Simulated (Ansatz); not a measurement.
# BN: the cost of one run

Method: DFT PBE, scalar-relativistic, plane waves, PAW, in Ansatz 0.2.0.

1 further run of the same task is left out (set aside as unsound or not needed).

## Step 1: Starting point

Symmetry: F-43m, No. 216, cubic system. The conventional cell has a = 3.625 Å, b = 3.625 Å, c = 3.625 Å, α = 90.00°, β = 90.00°, γ = 90.00°. Around B (site symmetry -43m) lie 4 N at 1.57 Å. N (site symmetry -43m) is surrounded by 4 B at 1.57 Å.

As a file:

```xyz
2
Lattice="0.0000 1.8123 1.8123 1.8123 0.0000 1.8123 1.8123 1.8123 0.0000" Properties=species:S:1:pos:R:3 pbc="T T T"
B     0.0000    0.0000    0.0000
N     2.7185    2.7185    2.7185
```

It goes back to an entry of the Materials Project.

It is the result of an earlier relaxation at this level (volume 5.95 Å³/atom; gap on the mesh: 4.46 eV).

## Step 2: The reference cell

The reference gives a free energy of -542.2760 eV, pressure 0.01 GPa, largest force 0.000 eV/Å and gap on the mesh 4.46 eV. It was computed beforehand with the settings of the runs below.

## Step 3: Breaking the symmetry

All atoms moved at random, sigma 0.25 Å a component. Displacements in the unstrained cell, with the mean shift removed:

```
atom  ux (Å)  uy (Å)  uz (Å)
  B1  -0.070   0.036   0.185
  N2   0.070  -0.036  -0.185
```

## Step 4: The disturbed cell, one point

input.yaml reads:

```yaml
crystal:
  lattice:
    - [0.0, 1.8123485134, 1.8123485134]
    - [1.8123485134, 0.0, 1.8123485134]
    - [1.8123485134, 1.8123485134, 0.0]
  atoms:
    - { symbol: B, position: [0.0803094806, 0.0218490675, -0.0605479734] }
    - { symbol: "N", position: [0.6696905194, 0.7281509325, 0.8105479734] }
basis:
  ecutwfc: 420
kpoints:
  mp_grid: { grid: [10, 10, 10] }
hamiltonian:
  xc: pbe
scf:
  occupations: { method: gaussian, width: 0.05 }
output:
  forces: true
  stress: true
  eigenvalues: true
```

The run is started by

```
$ ansatz run input.yaml --threads 2 --pin off --max-ram 5120MiB --backend cpu --events-out ev --progress --plain --runs-dir out
```

**Question.** How long does this run take on 2 threads of Arm Neoverse V2, shared host, and how much memory does it need?

About 2 s, with a peak of 0.34 GiB.
